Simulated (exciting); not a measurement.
Runs of exciting (release sodium) on Si. Symmetry: Fd-3m, No. 227, cubic system. The conventional cell has a = 5.444 Å, b = 5.444 Å, c = 5.444 Å, α = 90.00°, β = 90.00°, γ = 90.00°. Si (site symmetry -43m) has 4 Si at 2.36 Å as nearest neighbours. 

```tsv
task	level	k mesh	smearing	q or response mesh	imaginary frequencies	outputlevel	rgkmax	gap on the mesh (eV)
band structure	SOGGA exchange with PBE correlation	8 × 8 × 8	fermi-dirac 0.05 eV	-	-	normal	6.5	(a)
single point	PBE	8 × 8 × 8	gaussian 0.012 eV	-	-	normal	7.5	0.63
band structure	BLYP	8 × 8 × 8	fermi-dirac 0.05 eV	-	-	high	7.5	0.85
band structure	PBEsol	8 × 8 × 8	fermi-dirac 0.05 eV	-	-	high	7.5	0.52
```

Alike in all rows: potentials or basis all-electron LAPW+lo, shipped species files, valence relativity iora*; no spin polarisation; cell as given.

Q: Fill in the values left out.

A: (a) 0.46.

A k mesh can miss the band edges.

Not every run made on this cell is shown here.
